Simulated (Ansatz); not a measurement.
## Pb: do energies and stresses tell the same story?

All numbers below come from Ansatz, DFT r2SCAN, scalar-relativistic, plane waves, PAW.

Plane waves to 500 eV, a k mesh through Γ of 15×15×8 on the computed 2-atom cell and Gaussian smearing (0.10 eV); no spin polarisation.

Relaxed cell: P6_3/mmc, a = 3.514 Å, b = 3.514 Å, c = 5.797 Å, α = 90.00°, β = 90.00°, γ = 120.00°, 2 atoms in the primitive cell. This form isn't the element's structure at ambient conditions.

Energies at zero smearing and pressures from the stress tensor, at volumes with shape and atoms relaxed:
```
V (Å³/atom) E − E(first) (meV/atom) P (GPa)
     29.135                     0.00     3.23
     30.065                   -13.56     1.49
     30.995                   -17.70     0.01
     31.925                   -13.95    -1.23
     32.854                    -3.62    -2.27
```

Check P = −dE/dV between neighbouring volumes, and get the bulk modulus from the pressures alone.

With 1 eV/Å³ = 160.2 GPa:
```csv
middle V (Å³/atom),−ΔE/ΔV (GPa),mean P (GPa)
29.600,2.337,2.360
30.530,0.713,0.748
31.460,-0.647,-0.609
32.389,-1.780,-1.750
```

The two differ by 0.04 GPa at most. The mean of two end pressures misses the average over a step by about ΔV² P″/12, up to 0.02 GPa here; with that taken off 0.02 GPa remains. Around V = 30.995 Å³/atom, the two neighbours give B = −V ΔP/ΔV = 30.995 × 2.71 / 1.860 = 45.2 GPa, against B0 = 45.2 GPa from the Birch–Murnaghan fit of the energies.

Spin–orbit coupling is left out, which can shift energies with elements as heavy as these.